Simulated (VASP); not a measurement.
# GaSe in VASP: notebook

One slab, GaSe, is run at these levels: PBE; tasks: single point.

All numbers are computed with VASP 6.6.1; they aren't measurements. Logs are shortened: lines on timing, memory, paths and dates and some standing lists are left out, and cuts for length are marked.

## Step 1: Starting point

The cell holds a slab with vacuum, 12 atoms: a = 3.742 Å, b = 3.742 Å, c = 32.695 Å, α = 90.00°, β = 90.00°, γ = 120.00°.

## Step 2: Single point, PBE

Contents of INCAR:

```
PREC = Accurate
ENCUT = 400
EDIFF = 1E-7
ISMEAR = 0
SIGMA = 0.05
LREAL = F
LASPH = T
NELM = 120
ALGO = Normal
ISIF = 2
LWAVE = F
LCHARG = F
LDIPOL = T
IDIPOL = 3
DIPOL = 0.5 0.5 0.500
GGA = PE
NBANDS = 77
LVHAR = T
LVACPOTAV = T
```

Contents of KPOINTS:

```
Automatic mesh
0
Gamma
  7 7 1
```

Contents of POSCAR:

```
GaSe
1.0
    3.7420012726      0.0000000000      0.0000000000
   -1.8710006363      3.2406681631      0.0000000000
    0.0000000000      0.0000000000     32.6947000000
Se Ga
6 6
Direct
    0.6666666667      0.3333333334      0.1835159827
    0.6666666667      0.3333333334      0.3295855292
    0.3333333333      0.6666666666      0.4269652268
    0.3333333333      0.6666666666      0.5730347732
    0.6666666667      0.3333333334      0.6704144708
    0.6666666667      0.3333333334      0.8164840173
    0.3333333333      0.6666666666      0.2210071663
    0.3333333333      0.6666666666      0.2920943456
    0.6666666667      0.3333333334      0.4644564104
    0.6666666667      0.3333333334      0.5355435896
    0.3333333333      0.6666666666      0.7079056544
    0.3333333333      0.6666666666      0.7789928337
```

Potentials or basis: VASP PAW PBE potentials, release 64 (Se, Ga_d).

On the command line:

```
cat potpaw_PBE.64/Se/POTCAR potpaw_PBE.64/Ga_d/POTCAR > POTCAR
mpirun -np 1 vasp_std > vasp.out
```

OUTCAR:

```text
PREC = Accurate
   ENCUT = 400
   EDIFF = 1E-7
   ISMEAR = 0
   LREAL = F
   LASPH = T
   NELM = 120
   ISIF = 2
   GGA = PE

 Found      8 irreducible k-points:

 Following reciprocal coordinates:
            Coordinates               Weight
  0.000000  0.000000  0.000000      1.000000
  0.142857 -0.000000  0.000000      6.000000
  0.285714  0.000000  0.000000      6.000000
  0.428571  0.000000  0.000000      6.000000
  0.142857  0.142857  0.000000      6.000000
  0.285714  0.142857  0.000000     12.000000
   k-points           NKPTS =      8   k-points in BZ     NKDIM =      8   number of bands    NBANDS=     77
   number of dos      NEDOS =    301   number of ions     NIONS =     12
   total plane-waves  NPLWV = 124416
   dimension x,y,z NGX =    24 NGY =   24 NGZ =  216
   dimension x,y,z NGXF=    48 NGYF=   48 NGZF=  432
   ions per type =               6   6
   NGX,Y,Z   is equivalent  to a cutoff of  10.66, 10.66, 10.98 a.u.
   NGXF,Y,Z  is equivalent  to a cutoff of  21.32, 21.32, 21.97 a.u.
 SYSTEM =  unknown system
   PREC   = accura    normal or accurate (medium, high low for compatibility)
   ISTART =      0    job   : 0-new  1-cont  2-samecut
   ICHARG =      2    charge: 1-file 2-atom 10-const
   ISPIN  =      1    spin polarized calculation?
   LNONCOLLINEAR =      F non collinear calculations
   LSORBIT =      F    spin-orbit coupling
   LASPH  =      T    aspherical Exc in radial PAW
   ENCUT  =  400.0 eV  29.40 Ry    5.42 a.u.   6.10  6.10 53.32*2*pi/ulx,y,z
   NELM   =    120;   NELMIN=  2; NELMDL= -5     # of ELM steps
   EDIFF  = 0.1E-06   stopping-criterion for ELM
   LREAL  =      F    real-space projection
   EDIFFG = 0.1E-05   stopping-criterion for IOM
   NSW    =      0    number of steps for IOM
   IBRION =     -1    ionic relax: 0-MD 1-quasi-New 2-CG
   NFREE  =      0    steps in history (QN), initial steepest desc. (CG)
   ISIF   =      2    stress and relaxation
   ISYM   =      2    0-nonsym 1-usesym 2-fastsym
   POTIM  = 0.5000    time-step for ionic-motion
   TEBEG  =    0.0;   TEEND  =   0.0 temperature during run
   PSTRESS=    0.0 pullay stress
   NELECT =     114.0000    total number of electrons
   NUPDOWN=      -1.0000    fix difference up-down
   EMIN   =  10.00;   EMAX   =-10.00  energy-range for DOS
   EFERMI =   0.00;   METHOD = LEGACY
   ISMEAR =     0;   SIGMA  =   0.05  broadening in eV -4-tet -1-fermi 0-gaus
   EFERMI_NEDOS =   21; number of points for ismear=-14 and -15
   IALGO  =     38    algorithm
   IMIX   =      4    mixing-type and parameters
     AMIX     =   0.40;   BMIX     =  1.00
     AMIX_MAG =   1.60;   BMIX_MAG =  1.00
  volume/ion in A,a.u.               =      33.04       222.96
  Fermi-wavevector in a.u.,A,eV,Ry     =   1.080532  2.041910 15.885489  1.167550
  Thomas-Fermi vector in A             =   2.216526
   LORBIT       =      0    0 simple, 1 ext, 2 COOP (PROOUT), +10 PAW based schemes
   GGA     = PE    functional components
   LHFCALC =     F    Hartree Fock is set to
   AEXX    =    0.0000 exact exchange contribution
   IVDW    =     0    specifies the selected vdW correction
   LEPSILON=     F    determine dielectric tensor
   LRPA    =     F    only Hartree local field effects (RPA)
 non-spin polarized calculation
 Gauss-broadening in eV      SIGMA  =   0.05
  energy-cutoff  :      400.00
  volume of cell :      396.48
 maximum number of plane-waves:      7248
   NGX = 13   NGY = 13   NGZ =107

 dipolmoment           0.000000      0.000000      0.000000 electrons x Angstroem

 number of electron     114.0000181 magnetization

 dipolmoment           0.000000      0.000000     -0.000000 electrons x Angstroem

 Free energy of the ion-electron system (eV)
  ---------------------------------------------------
  ext. energy  EPLUGINS =         0.00000000
  ---------------------------------------------------
  free energy    TOTEN  =       -45.11057392 eV

  energy without entropy =      -45.11057392  energy(sigma->0) =      -45.11057392

 E-fermi :   1.0809     XC(G=0):  -7.1079

 val. band max:        0.7991176469   @ k =   0.0000   0.0000   0.0000
 cond. band min:       2.4312381327   @ k =   0.0000   0.0000   0.0000
 fundamental gap:      1.6321204858
 Fermi energy:         1.0808577090

 k-point     1 :       0.0000    0.0000    0.0000
  band No.  band energies     occupation
      1     -14.0974      2.00000
      2     -14.0876      2.00000
      3     -14.0876      2.00000
      4     -13.9139      2.00000
      5     -13.9139      2.00000
      6     -13.9044      2.00000
[... 61 lines left out ...]
     68       5.1700      0.00000
     69       5.1700      0.00000

 k-point     2 :       0.1429   -0.0000    0.0000
  band No.  band energies     occupation
      1     -14.0946      2.00000
      2     -14.0848      2.00000
      3     -14.0848      2.00000
      4     -13.9610      2.00000
      5     -13.9506      2.00000
      6     -13.9502      2.00000
[... 61 lines left out ...]
     68       5.4357      0.00000
     69       5.4365      0.00000

 k-point     3 :       0.2857    0.0000    0.0000
  band No.  band energies     occupation
      1     -14.0901      2.00000
      2     -14.0803      2.00000
      3     -14.0803      2.00000
      4     -14.0355      2.00000
      5     -14.0246      2.00000
      6     -14.0238      2.00000
[... 61 lines left out ...]
     68       5.5954      0.00000
     69       5.6551      0.00000

 k-point     4 :       0.4286    0.0000    0.0000
  band No.  band energies     occupation
      1     -14.0975      2.00000
      2     -14.0874      2.00000
      3     -14.0874      2.00000
      4     -14.0682      2.00000
      5     -14.0582      2.00000
      6     -14.0580      2.00000
[... 61 lines left out ...]
     68       5.2152      0.00000
     69       5.3528      0.00000

 k-point     5 :       0.1429    0.1429    0.0000
  band No.  band energies     occupation
      1     -14.0906      2.00000
      2     -14.0808      2.00000
      3     -14.0808      2.00000
      4     -14.0168      2.00000
      5     -14.0058      2.00000
      6     -14.0049      2.00000
[... 61 lines left out ...]
     68       5.9480      0.00000
     69       5.9721      0.00000

 k-point     6 :       0.2857    0.1429    0.0000
  band No.  band energies     occupation
      1     -14.0901      2.00000
      2     -14.0801      2.00000
      3     -14.0801      2.00000
      4     -14.0626      2.00000
      5     -14.0522      2.00000
      6     -14.0518      2.00000
[... 61 lines left out ...]
     68       5.8092      0.00000
     69       5.8445      0.00000

 [... further k-points ...]

 [bands above 69 left out]

------------------------ aborting loop because EDIFF is reached ----------------------------------------

  FORCE on cell =-STRESS in cart. coord.  units (eV):
  Direction    XX          YY          ZZ          XY          YZ          ZX
  --------------------------------------------------------------------------------------
  -------------------------------------------------------------------------------------
  Total        3.4254904      3.4254904      8.0524780      0.0000000      0.0000000     -0.0000000
  in kB       13.8425942     13.8425942     32.5405043      0.0000000      0.0000000     -0.0000000
  external PRESSURE =      20.0752309 kB  Pullay stress =       0.0000000 kB

 VOLUME and BASIS-vectors are now :
 -----------------------------------------------------------------------------
  energy-cutoff  :      400.00
  volume of cell :      396.48
      direct lattice vectors                 reciprocal lattice vectors
     3.742001273  0.000000000  0.000000000     0.267236681  0.154289170  0.000000000
    -1.871000636  3.240668163  0.000000000     0.000000000  0.308578339  0.000000000
     0.000000000  0.000000000 32.694700000     0.000000000  0.000000000  0.030585997

 POSITION                                       TOTAL-FORCE (eV/Angst)
 -----------------------------------------------------------------------------------
      1.87100      1.08022      6.00000         0.000000      0.000000      0.113166
      1.87100      1.08022     10.77570         0.000000     -0.000000     -0.229896
     -0.00000      2.16045     13.95950         0.000000     -0.000000      0.230778
     -0.00000      2.16045     18.73520         0.000000     -0.000000     -0.230778
      1.87100      1.08022     21.91900         0.000000     -0.000000      0.229896
      1.87100      1.08022     26.69470         0.000000      0.000000     -0.113166
     -0.00000      2.16045      7.22576        -0.000000     -0.000000     -1.263527
     -0.00000      2.16045      9.54994        -0.000000     -0.000000      1.224206
      1.87100      1.08022     15.18526         0.000000     -0.000000     -1.228942
      1.87100      1.08022     17.50944         0.000000     -0.000000      1.228942
     -0.00000      2.16045     23.14476        -0.000000     -0.000000     -1.224206
     -0.00000      2.16045     25.46894        -0.000000      0.000000      1.263527
 -----------------------------------------------------------------------------------
    total drift:                                0.000004     -0.000002      0.000000

  FREE ENERGIE OF THE ION-ELECTRON SYSTEM (eV)
  ---------------------------------------------------
  free  energy   TOTEN  =       -45.1105739238 eV

  energy  without entropy=      -45.1105739238  energy(sigma->0) =      -45.11057392

 vacuum level on the upper side and lower side of the slab         6.233         6.233
```

Wall time 3.1 min (1 thread of Intel Xeon Platinum 8488C (Sapphire Rapids), shared host); peak memory 0.41 GiB.

These settings aren't checked as converged: the numbers below hold their error.

Results:

| Item | Value |
| --- | --- |
| Free energy | -45.1106 eV |
| Largest force | 1.264 eV/Å |
| Band gap on the k mesh | 1.63 eV, direct |
| Ionisation potential of the upper face | 5.43 eV |

## Step 3: Single point, PBE

Changes to INCAR since step 2:

```diff
@@ -1,3 +1,3 @@
 PREC = Accurate
-ENCUT = 400
+ENCUT = 460
 EDIFF = 1E-7
```

KPOINTS is that of step 2.

POSCAR is that of step 2.

Potentials or basis: VASP PAW PBE potentials, release 64 (Se, Ga_d).

On the command line:

```
cat potpaw_PBE.64/Se/POTCAR potpaw_PBE.64/Ga_d/POTCAR > POTCAR
mpirun -np 1 vasp_std > vasp.out
```

OUTCAR:

```text
PREC = Accurate
   ENCUT = 460
   EDIFF = 1E-7
   ISMEAR = 0
   LREAL = F
   LASPH = T
   NELM = 120
   ISIF = 2
   GGA = PE

 Found      8 irreducible k-points:

 Following reciprocal coordinates:
            Coordinates               Weight
  0.000000  0.000000  0.000000      1.000000
  0.142857 -0.000000  0.000000      6.000000
  0.285714  0.000000  0.000000      6.000000
  0.428571  0.000000  0.000000      6.000000
  0.142857  0.142857  0.000000      6.000000
  0.285714  0.142857  0.000000     12.000000
   k-points           NKPTS =      8   k-points in BZ     NKDIM =      8   number of bands    NBANDS=     77
   number of dos      NEDOS =    301   number of ions     NIONS =     12
   total plane-waves  NPLWV = 188160
   dimension x,y,z NGX =    28 NGY =   28 NGZ =  240
   dimension x,y,z NGXF=    56 NGYF=   56 NGZF=  480
   ions per type =               6   6
   NGX,Y,Z   is equivalent  to a cutoff of  12.44, 12.44, 12.20 a.u.
   NGXF,Y,Z  is equivalent  to a cutoff of  24.88, 24.88, 24.41 a.u.
 SYSTEM =  unknown system
[... 500 lines left out ...]
     69       5.8446      0.00000

 [... further k-points ...]

 [bands above 69 left out]

------------------------ aborting loop because EDIFF is reached ----------------------------------------

  FORCE on cell =-STRESS in cart. coord.  units (eV):
  Direction    XX          YY          ZZ          XY          YZ          ZX
  --------------------------------------------------------------------------------------
  -------------------------------------------------------------------------------------
  Total        3.6689004      3.6689004      8.2975946      0.0000000     -0.0000000      0.0000000
  in kB       14.8262272     14.8262272     33.5310338      0.0000000     -0.0000000      0.0000000
  external PRESSURE =      21.0611627 kB  Pullay stress =       0.0000000 kB

 VOLUME and BASIS-vectors are now :
 -----------------------------------------------------------------------------
  energy-cutoff  :      460.00
  volume of cell :      396.48
      direct lattice vectors                 reciprocal lattice vectors
     3.742001273  0.000000000  0.000000000     0.267236681  0.154289170  0.000000000
    -1.871000636  3.240668163  0.000000000     0.000000000  0.308578339  0.000000000
     0.000000000  0.000000000 32.694700000     0.000000000  0.000000000  0.030585997

 POSITION                                       TOTAL-FORCE (eV/Angst)
 -----------------------------------------------------------------------------------
      1.87100      1.08022      6.00000        -0.000000     -0.000000      0.112806
      1.87100      1.08022     10.77570         0.000000     -0.000000     -0.230255
     -0.00000      2.16045     13.95950         0.000000     -0.000000      0.230793
     -0.00000      2.16045     18.73520         0.000000      0.000000     -0.230793
      1.87100      1.08022     21.91900        -0.000000     -0.000000      0.230255
      1.87100      1.08022     26.69470        -0.000000     -0.000000     -0.112806
     -0.00000      2.16045      7.22576        -0.000000      0.000000     -1.265731
     -0.00000      2.16045      9.54994         0.000000     -0.000000      1.223713
      1.87100      1.08022     15.18526        -0.000000      0.000000     -1.228682
      1.87100      1.08022     17.50944         0.000000     -0.000000      1.228682
     -0.00000      2.16045     23.14476         0.000000     -0.000000     -1.223713
     -0.00000      2.16045     25.46894        -0.000000      0.000000      1.265731
 -----------------------------------------------------------------------------------
    total drift:                                0.000002     -0.000001      0.000000

  FREE ENERGIE OF THE ION-ELECTRON SYSTEM (eV)
  ---------------------------------------------------
  free  energy   TOTEN  =       -45.1150305066 eV

  energy  without entropy=      -45.1150305066  energy(sigma->0) =      -45.11503051

 vacuum level on the upper side and lower side of the slab         6.233         6.233
```

OSZICAR:

```text
N       E                     dE             d eps       ncg     rms          rms(c)
DAV:   1     0.112052159141E+04    0.11205E+04   -0.46203E+04  1397   0.173E+03
DAV:   2     0.172445830641E+03   -0.94808E+03   -0.88548E+03  1360   0.517E+02
DAV:   3    -0.269904678729E+02   -0.19944E+03   -0.19153E+03  1528   0.173E+02
[... 15 lines left out ...]
DAV:  19    -0.451150209848E+02   -0.15701E-04   -0.36499E-07  1081   0.446E-03    0.657E-04
DAV:  20    -0.451150284526E+02   -0.74678E-05   -0.25206E-07  1009   0.217E-03    0.301E-04
DAV:  21    -0.451150302183E+02   -0.17657E-05   -0.72740E-08  1014   0.221E-03    0.173E-04
DAV:  22    -0.451150304547E+02   -0.23638E-06   -0.18624E-08   968   0.216E-03    0.110E-04
DAV:  23    -0.451150305066E+02   -0.51883E-07   -0.14809E-08   947   0.490E-04
   1 F= -.45115031E+02 E0= -.45115031E+02  d E =-.336583E-16
```

stdout:

```text
POSCAR found type information on POSCAR SeGa
 POSCAR found :  2 types and      12 ions
 scaLAPACK will be used
 LDA part: xc-table for (Slater+PW92), standard interpolation
 POSCAR, INCAR and KPOINTS ok, starting setup
 FFT: planning ... GRIDC
 FFT: planning ... GRID_SOFT
 FFT: planning ... GRID
 WAVECAR not read
 entering main loop
 -----------------------------------------------------------------------------
|                                                                             |
|           W    W    AA    RRRRR   N    N  II  N    N   GGGG   !!!           |
|           W    W   A  A   R    R  NN   N  II  NN   N  G    G  !!!           |
|           W    W  A    A  R    R  N N  N  II  N N  N  G       !!!           |
|           W WW W  AAAAAA  RRRRR   N  N N  II  N  N N  G  GGG   !            |
|           WW  WW  A    A  R   R   N   NN  II  N   NN  G    G                |
|           W    W  A    A  R    R  N    N  II  N    N   GGGG   !!!           |
|                                                                             |
|     Did not find any points to average over, which means that no vacuum     |
|     field-free region was found. Please increase the size of  your cell     |
|     in the dimension of the dipole correction to obtain accurate            |
|     workfunction values.                                                    |
|                                                                             |
 -----------------------------------------------------------------------------
```

Wall time 5.3 min (1 thread of Intel Xeon Platinum 8488C (Sapphire Rapids), shared host); peak memory 0.49 GiB.

These settings aren't checked as converged: the numbers below hold their error.

What came out:

| Quantity | Value |
| --- | --- |
| Free energy | -45.1150 eV |
| Largest force | 1.266 eV/Å |
| Band gap on the k mesh | 1.63 eV, direct |
| Ionisation potential of the upper face | 5.43 eV |

(Part 1 of 2 ends here.)
